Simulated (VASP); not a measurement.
Mg, 2 atoms in the cell. The structure is hexagonal, space group P6_3/mmc (No. 194). Conventional cell: a = 3.147 Å, b = 3.147 Å, c = 5.039 Å, α = 90.00°, β = 90.00°, γ = 120.00°. Mg (site symmetry -6m2) has 12 Mg at 3.11 to 3.15 Å as nearest neighbours. 

```yaml
Program: VASP 6.6.1
Task: single point
Functional: LDA
Potentials_or_basis: VASP PAW LDA potentials, release 64 (Mg)
Cutoff: 520 eV
k_mesh: 15 × 15 × 8
Occupations: gaussian, width 0.1 eV
Spin: no spin polarisation
Dipole_correction: no
Further_INCAR_settings: ALGO = Normal; EDIFF = 1e-07; NBANDS = 9
```

Potentials or basis: VASP PAW LDA potentials, release 64 (Mg).

Launch:

```sh
$ cat potpaw_LDA.64/Mg/POTCAR > POTCAR
$ mpirun -np 1 vasp_std > vasp.out
```

Hardware: 1 thread of Intel(R) Xeon(R) Platinum 8259CL CPU @ 2.50GHz (Skylake/Cascade Lake), with other jobs on the host.

Question: Estimate the wall time of this run.

Answer: It took 21 s on 1 thread of Intel(R) Xeon(R) Platinum 8259CL CPU @ 2.50GHz (Skylake/Cascade Lake), with other jobs on the host, peak memory 0.17 GiB. Counts: scf iterations 10, k points 135.
